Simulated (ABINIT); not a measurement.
# SiC (P6_3mc) in ABINIT: notebook

One crystal, SiC, is run at these levels: revPBE, HCTH407; tasks: band structure.

All numbers are computed with ABINIT 10.8.3 (patched build); they aren't measurements. Logs are shortened: lines on timing, memory, paths and dates and some standing lists are left out, and cuts for length are marked. The log counts tension as positive stress, the text compression.

## 1. Starting point

The structure is hexagonal, space group P6_3mc (No. 186). The conventional cell has a = 3.076 Å, b = 3.076 Å, c = 10.071 Å, α = 90.00°, β = 90.00°, γ = 120.00°. Si (site symmetry 3m) is surrounded by 4 C at 1.88 to 1.89 Å. Around Si (site symmetry 3m) lie 4 C at 1.88 to 1.89 Å. C (site symmetry 3m) has 4 Si at 1.88 to 1.89 Å as nearest neighbours. C (site symmetry 3m) has 4 Si at 1.88 to 1.89 Å as nearest neighbours.

The cell is a database's computed one.

## 2. Band structure, revPBE

Contents of run.abi:

```
ndtset 2

pp_dirpath "./"
pseudos "Si.GGA_PBE-JTH.xml, C.GGA_PBE-JTH.xml"

acell 3*1.0 Angstrom
rprim
     3.0756941497     0.0000000000     0.0000000000
    -1.5378470748     2.6636292679     0.0000000000
     0.0000000000     0.0000000000    10.0706464800
ntypat 2
znucl 14 6
natom 8
typat 1 1 1 1 2 2 2 2
xred
     0.0000000000     0.0000000000     0.1878943800
     0.0000000000     0.0000000000     0.6878943800
     0.3333333333     0.6666666667     0.4378419800
     0.6666666667     0.3333333333     0.9378419800
     0.0000000000     0.0000000000     0.0004600500
     0.0000000000     0.0000000000     0.5004600500
     0.3333333333     0.6666666667     0.2498025900
     0.6666666667     0.3333333333     0.7498025900

ecut 20.0
pawecutdg 40.0

ixc 14

occopt 3
tsmear 0.05 eV

nstep 100

iomode 3
prtwf 0
prteig 0
prtebands 0
enunit 2
prtden1 1

kptopt1 1
ngkpt1 10 10 3
nshiftk1 1
shiftk1 0.0 0.0 0.0
nband1 21
tolvrs1 1.0e-9

iscf2 -2
getden2 1
nband2 25
nbdbuf2 2
tolwfr2 1.0e-12
kptopt2 -7
ndivsm2 8
prteig2 1
prtvol2 -3
kptbounds2
     0.0000000000     0.0000000000     0.0000000000
     0.5000000000     0.0000000000     0.0000000000
     0.3333333333     0.3333333333     0.0000000000
     0.0000000000     0.0000000000     0.0000000000
     0.0000000000     0.0000000000     0.5000000000
     0.5000000000     0.0000000000     0.5000000000
     0.3333333333     0.3333333333     0.5000000000
     0.0000000000     0.0000000000     0.5000000000
```

Potentials or basis: JTH PAW PBE v2.0.

Launch:

```
abinit run.abi > log 2>&1
```

run.abo:

```text
.Version 10.8.3 of ABINIT
 DATASET    1 : space group P6_3 m c (#186); Bravais hP (primitive hexag.)
================================================================================
 Values of the parameters that define the memory need for DATASET  1.
     intxc =       0    ionmov =       0      iscf =      17    lmnmax =       8
     lnmax =       4     mgfft =      80  mpssoang =       2    mqgrid =    5419
     natom =       8  nloc_mem =       2    nspden =       1   nspinor =       1
    nsppol =       1      nsym =      12    n1xccc =       1    ntypat =       2
    occopt =       3   xclevel =       2
       mpw =        2394          nfft =       46080          nkpt =          28
 PAW method is used; the additional fine FFT grid is defined by:
   mgfftf=       120    nfftf =    155520
================================================================================
================================================================================

 DATASET    2 : space group P6_3 m c (#186); Bravais hP (primitive hexag.)
================================================================================
 Values of the parameters that define the memory need for DATASET  2.
     intxc =       0    ionmov =       0      iscf =      -2    lmnmax =       8
     lnmax =       4     mgfft =      80  mpssoang =       2    mqgrid =    5419
     natom =       8  nloc_mem =       2    nspden =       1   nspinor =       1
    nsppol =       1      nsym =      12    n1xccc =       1    ntypat =       2
    occopt =       3   xclevel =       2
       mpw =        2400          nfft =       46080          nkpt =         173
 PAW method is used; the additional fine FFT grid is defined by:
   mgfftf=       120    nfftf =    155520
================================================================================
================================================================================

--------------------------------------------------------------------------------
------------- Echo of variables that govern the present computation ------------
--------------------------------------------------------------------------------
 -outvars: echo values of preprocessed input variables --------
            acell      1.8897261259E+00  1.8897261259E+00  1.8897261259E+00 Bohr
              amu      2.80855000E+01  1.20110000E+01
             ecut      2.00000000E+01 Hartree
           enunit           2
           getden1          0
           getden2          1
             iscf1         17
             iscf2         -2
              ixc          14
           jdtset        1    2
           kptopt1          1
           kptopt2         -7
         kptrlatt       10    0    0      0   10    0      0    0    3
          kptrlen1     5.70922913E+01
          kptrlen2     3.00000000E+01
            natom           8
            nband1         21
            nband2         25
           nbdbuf1          0
           nbdbuf2          2
           ndtset           2
           ndivsm1          0
           ndivsm2          8
            ngfft          24      24      80
          ngfftdg          36      36     120
             nkpt1         28
             nkpt2        173
            nstep         100
             nsym          12
           ntypat           2
           occopt           3
        pawecutdg      4.00000000E+01 Hartree
         pawxcdev           0
        prtebands           0
           prteig1          0
           prteig2          1
[... 2117 lines left out ...]

 ----iterations are completed or convergence reached----

 Mean square residual over all n,k,spin=   63.866E-14; max=  99.953E-14
 reduced coordinates (array xred) for    8 atoms
       0.000000000000      0.000000000000      0.187894380000
       0.000000000000      0.000000000000      0.687894380000
       0.333333333333      0.666666666667      0.437841980000
       0.666666666667      0.333333333333      0.937841980000
       0.000000000000      0.000000000000      0.000460050000
       0.000000000000      0.000000000000      0.500460050000
       0.333333333333      0.666666666667      0.249802590000
       0.666666666667      0.333333333333      0.749802590000

 cartesian coordinates (angstrom) at end:
    1      0.00000000000000     0.00000000000000     1.89221787655878
    2      0.00000000000000     0.00000000000000     6.92754111655879
    3      0.00000000003333     1.77575284526667     4.40935179468323
    4      1.53784707486667     0.88787642263333     9.44467503468323
    5      0.00000000000000     0.00000000000000     0.00463300091312
    6      0.00000000000000     0.00000000000000     5.03995624091312
    7      0.00000000003333     1.77575284526667     2.51567357367838
    8      1.53784707486667     0.88787642263333     7.55099681367838
 length scales=  1.889726125908  1.889726125908  1.889726125908 bohr
              =  1.000000000000  1.000000000000  1.000000000000 angstroms
 Eigenvalues (hartree) for nkpt= 173  k points:
 kpt#   1, nband= 25, wtk=  1.00000, kpt=  0.0000  0.0000  0.0000 (reduced coord)
  -0.28035   -0.23708   -0.23571   -0.14950   -0.02654    0.12901    0.13054    0.24702
   0.24702    0.26415    0.26415    0.26942    0.26942    0.28921    0.29116    0.29116
   0.47960    0.50035    0.52208    0.52441    0.54807    0.54807    0.54968    0.54968
   0.56354
 kpt#   2, nband= 25, wtk=  1.00000, kpt=  0.0167  0.0000  0.0000 (reduced coord)
  -0.28017   -0.23691   -0.23554   -0.14935   -0.02638    0.12907    0.13061    0.24588
   0.24664    0.26328    0.26395    0.26855    0.26914    0.28906    0.29046    0.29110
   0.48037    0.50106    0.52247    0.52477    0.54717    0.54798    0.54945    0.55069
   0.56369
 kpt#   3, nband= 25, wtk=  1.00000, kpt=  0.0333  0.0000  0.0000 (reduced coord)
  -0.27963   -0.23639   -0.23502   -0.14890   -0.02589    0.12926    0.13081    0.24256
   0.24552    0.26071    0.26334    0.26598    0.26832    0.28810    0.28891    0.29090
   0.48258    0.50309    0.52355    0.52558    0.54507    0.54837    0.54874    0.55306
   0.56393
 kpt#   4, nband= 25, wtk=  1.00000, kpt=  0.0500  0.0000  0.0000 (reduced coord)
  -0.27875   -0.23554   -0.23415   -0.14815   -0.02507    0.12956    0.13112    0.23726
[... 833 lines left out ...]
 kpt# 171, nband= 25, wtk=  1.00000, kpt=  0.0190  0.0190  0.5000 (reduced coord)
  -0.26845   -0.26845   -0.18603   -0.18603    0.02926    0.02926    0.23338    0.23338
   0.24830    0.24830    0.25102    0.25102    0.28108    0.28108    0.28294    0.28294
   0.48994    0.48994    0.53991    0.53991    0.54908    0.54908    0.55331    0.55331
   0.57223
 kpt# 172, nband= 25, wtk=  1.00000, kpt=  0.0095  0.0095  0.5000 (reduced coord)
  -0.26897   -0.26897   -0.18651   -0.18651    0.02886    0.02886    0.23376    0.23376
   0.25132    0.25132    0.25202    0.25202    0.28285    0.28285    0.28334    0.28334
   0.48786    0.48786    0.54009    0.54009    0.55077    0.55077    0.55213    0.55213
   0.57210
 kpt# 173, nband= 25, wtk=  1.00000, kpt=  0.0000  0.0000  0.5000 (reduced coord)
  -0.26915   -0.26915   -0.18667   -0.18667    0.02873    0.02873    0.23387    0.23387
   0.25235    0.25235    0.25235    0.25235    0.28347    0.28347    0.28347    0.28347
   0.48713    0.48713    0.53989    0.53989    0.55175    0.55175    0.55175    0.55175
   0.57185
 Eigenvalues (   eV  ) for nkpt= 173  k points:
 kpt#   1, nband= 25, wtk=  1.00000, kpt=  0.0000  0.0000  0.0000 (reduced coord)
  -7.62860   -6.45133   -6.41395   -4.06824   -0.72227    3.51041    3.55223    6.72171
   6.72171    7.18790    7.18790    7.33121    7.33121    7.86990    7.92281    7.92281
  13.05046   13.61513   14.20654   14.26979   14.91372   14.91372   14.95746   14.95746
  15.33479
 kpt#   2, nband= 25, wtk=  1.00000, kpt=  0.0167  0.0000  0.0000 (reduced coord)
  -7.62376   -6.44665   -6.40924   -4.06414   -0.71781    3.51216    3.55406    6.69084
   6.71134    7.16425    7.18240    7.30757    7.32371    7.86579    7.90383    7.92110
  13.07151   13.63463   14.21711   14.27966   14.88929   14.91131   14.95136   14.98508
  15.33868
 kpt#   3, nband= 25, wtk=  1.00000, kpt=  0.0333  0.0000  0.0000 (reduced coord)
  -7.60924   -6.43262   -6.39515   -4.05186   -0.70444    3.51730    3.55944    6.60042
   6.68089    7.09416    7.16583    7.23770    7.30149    7.83958    7.86162    7.91572
  13.13162   13.68991   14.24660   14.30181   14.83222   14.92202   14.93189   15.04939
  15.34536
 kpt#   4, nband= 25, wtk=  1.00000, kpt=  0.0500  0.0000  0.0000 (reduced coord)
  -7.58507   -6.40926   -6.37167   -4.03143   -0.68219    3.52545    3.56801    6.45620
[... 834 lines left out ...]
  -7.30501   -7.30501   -5.06217   -5.06217    0.79623    0.79623    6.35066    6.35066
   6.75659    6.75659    6.83072    6.83072    7.64862    7.64862    7.69930    7.69930
  13.33184   13.33184   14.69167   14.69167   14.94112   14.94112   15.05635   15.05635
  15.57104
 kpt# 172, nband= 25, wtk=  1.00000, kpt=  0.0095  0.0095  0.5000 (reduced coord)
  -7.31913   -7.31913   -5.07521   -5.07521    0.78534    0.78534    6.36080    6.36080
   6.83867    6.83867    6.85779    6.85779    7.69685    7.69685    7.71014    7.71014
  13.27530   13.27530   14.69657   14.69657   14.98729   14.98729   15.02434   15.02434
  15.56771
 kpt# 173, nband= 25, wtk=  1.00000, kpt=  0.0000  0.0000  0.5000 (reduced coord)
  -7.32383   -7.32383   -5.07956   -5.07956    0.78170    0.78170    6.36391    6.36391
   6.86685    6.86685    6.86685    6.86685    7.71348    7.71348    7.71348    7.71348
  13.25550   13.25550   14.69126   14.69126   15.01378   15.01378   15.01378   15.01378
  15.56090

== END DATASET(S) ==============================================================
================================================================================

 -outvars: echo values of variables after computation  --------
            acell      1.8897261259E+00  1.8897261259E+00  1.8897261259E+00 Bohr
           etotal1    -3.8844072906E+01
            fcart1     5.5013685443E-29  5.8342084046E-28  1.3269001257E-04
                       3.1850028414E-29  3.8281768615E-28  1.3269001257E-04
                       8.6863713857E-30  3.9619122977E-28 -9.9274495721E-05
                       5.5013685443E-29  1.5546744459E-28 -9.9274495721E-05
                       2.4032294167E-28 -2.7248595128E-28 -6.3051954937E-05
                      -1.3029557079E-28 -7.0043934715E-28 -6.3051954937E-05
                       5.5013685443E-29 -5.9345099818E-28  2.9636438088E-05
                      -3.1560482702E-28  4.8479095632E-29  2.9636438088E-05
            rprim      3.0756941497E+00  0.0000000000E+00  0.0000000000E+00
                      -1.5378470748E+00  2.6636292679E+00  0.0000000000E+00
                       0.0000000000E+00  0.0000000000E+00  1.0070646480E+01
           strten1    -1.9238152333E-04 -1.9238152329E-04 -1.8683484366E-04
                       0.0000000000E+00  0.0000000000E+00 -6.6974855971E-14
           xangst      0.0000000000E+00  0.0000000000E+00  1.8922178766E+00
                       0.0000000000E+00  0.0000000000E+00  6.9275411166E+00
                       3.3333735877E-11  1.7757528453E+00  4.4093517947E+00
                       1.5378470749E+00  8.8787642263E-01  9.4446750347E+00
                       0.0000000000E+00  0.0000000000E+00  4.6330009131E-03
                       0.0000000000E+00  0.0000000000E+00  5.0399562409E+00
                       3.3333735877E-11  1.7757528453E+00  2.5156735737E+00
                       1.5378470749E+00  8.8787642263E-01  7.5509968137E+00
             xred      0.0000000000E+00  0.0000000000E+00  1.8789438000E-01
                       0.0000000000E+00  0.0000000000E+00  6.8789438000E-01
                       3.3333333333E-01  6.6666666667E-01  4.3784198000E-01
                       6.6666666667E-01  3.3333333333E-01  9.3784198000E-01
                       0.0000000000E+00  0.0000000000E+00  4.6005000000E-04
                       0.0000000000E+00  0.0000000000E+00  5.0046005000E-01
                       3.3333333333E-01  6.6666666667E-01  2.4980259000E-01
                       6.6666666667E-01  3.3333333333E-01  7.4980259000E-01
 Calculation completed.
```

It took 4 min on 1 thread of AMD EPYC 9R45 (Zen 5), shared host; peak memory 0.29 GiB.

What came out:

* Free energy: -1057.0011 eV
* Pressure: 5.6 GPa
* Largest force: 0.007 eV/Å
* Band gap on the k mesh: 2.25 eV, indirect (least direct gap 3.38 eV)
* Band gap along the path: 2.25 eV, indirect (least direct gap 3.38 eV)
* Valence electrons inside the program's atomic spheres: Si 1.68; C 2.58, 2.59

Forces in eV/Å, atoms in the order of the input:
```
Si   0.000  0.000  0.007
Si   0.000  0.000  0.007
Si   0.000  0.000 -0.005
Si   0.000  0.000 -0.005
C    0.000  0.000 -0.003
C    0.000  0.000 -0.003
C    0.000  0.000  0.002
C    0.000  0.000  0.002
```

Levels at the corners of the path, in eV from the valence-band top:
| point | band 14 | band 15 | band 16 | band 17 | band 18 | band 19 |
| --- | --- | --- | --- | --- | --- | --- |
| Γ | -0.05 | 0.00 | 0.00 | 5.13 | 5.69 | 6.28 |
| M | -2.24 | -1.59 | -1.14 | 2.25 | 2.38 | 4.26 |
| K | -2.89 | -2.89 | -1.69 | 4.01 | 4.01 | 5.21 |
| Γ | -0.05 | 0.00 | 0.00 | 5.13 | 5.69 | 6.28 |
| A | -0.21 | -0.21 | -0.21 | 5.33 | 5.33 | 6.77 |
| L | -2.52 | -1.57 | -1.57 | 2.67 | 2.67 | 4.25 |
| H | -2.77 | -2.47 | -2.47 | 3.27 | 3.27 | 6.73 |
| A | -0.21 | -0.21 | -0.21 | 5.33 | 5.33 | 6.77 |

Caveat: the PAW data sets were made with another functional, which shifts forces and pressure a little.

## 3. Band structure, HCTH407

Edit run.abi of step 2 so:

```diff
@@ -5,7 +5,7 @@
 
-acell 3*1.0 Angstrom
+acell 3*1.0
 rprim
-     3.0756941497     0.0000000000     0.0000000000
-    -1.5378470748     2.6636292679     0.0000000000
-     0.0000000000     0.0000000000    10.0706464800
+     5.8122195860     0.0000000000     0.0000000000
+    -2.9061097929     5.0335298139     0.0000000000
+     0.0000000000     0.0000000000    19.0307637451
 ntypat 2
@@ -24,6 +24,6 @@
 
-ecut 20.0
+ecut 544.227725 eV
 pawecutdg 40.0
 
-ixc 14
+ixc 27
 
@@ -54,3 +54,3 @@
 kptopt2 -7
-ndivsm2 8
+ndivsm2 5
 prteig2 1
```

Potentials or basis: JTH PAW PBE v2.0.

Launch:

```
abinit run.abi > log 2>&1
```

Wall time 3.1 min (1 thread of AMD EPYC 9R45 (Zen 5), shared host); peak memory 0.25 GiB.

The run converged. Its results:

| Property | Result |
| --- | --- |
| Free energy | -1060.7609 eV |
| Pressure | 0.5 GPa |
| Largest force | 0.018 eV/Å |
| Band gap on the k mesh | 2.56 eV, indirect (least direct gap 3.71 eV) |
| Band gap along the path | 2.56 eV, indirect (least direct gap 3.71 eV) |
| Valence electrons inside the program's atomic spheres | Si 1.70; C 2.59, 2.60 |

Forces in eV/Å, atoms in the order of the input:
```
Si   0.000  0.000  0.016
Si   0.000  0.000  0.016
Si   0.000  0.000 -0.008
Si   0.000  0.000 -0.008
C    0.000  0.000 -0.018
C    0.000  0.000 -0.018
C    0.000  0.000  0.010
C    0.000  0.000  0.010
```

Stress tensor (GPa, compression positive):
```
0.64 0.00 0.00
0.00 0.64 0.00
0.00 0.00 0.35
```

Levels at the corners of the path, in eV from the valence-band top:
| point | band 14 | band 15 | band 16 | band 17 | band 18 | band 19 |
| --- | --- | --- | --- | --- | --- | --- |
| Γ | -0.05 | 0.00 | 0.00 | 5.28 | 5.82 | 6.49 |
| M | -2.24 | -1.59 | -1.15 | 2.56 | 2.68 | 4.51 |
| K | -2.84 | -2.84 | -1.70 | 4.32 | 4.32 | 5.38 |
| Γ | -0.05 | 0.00 | 0.00 | 5.28 | 5.82 | 6.49 |
| A | -0.21 | -0.21 | -0.21 | 5.48 | 5.48 | 6.94 |
| L | -2.47 | -1.58 | -1.58 | 2.96 | 2.96 | 4.50 |
| H | -2.76 | -2.46 | -2.46 | 3.59 | 3.59 | 6.88 |
| A | -0.21 | -0.21 | -0.21 | 5.48 | 5.48 | 6.94 |

Caveat: the PAW data sets were made with another functional, which shifts forces and pressure a little.
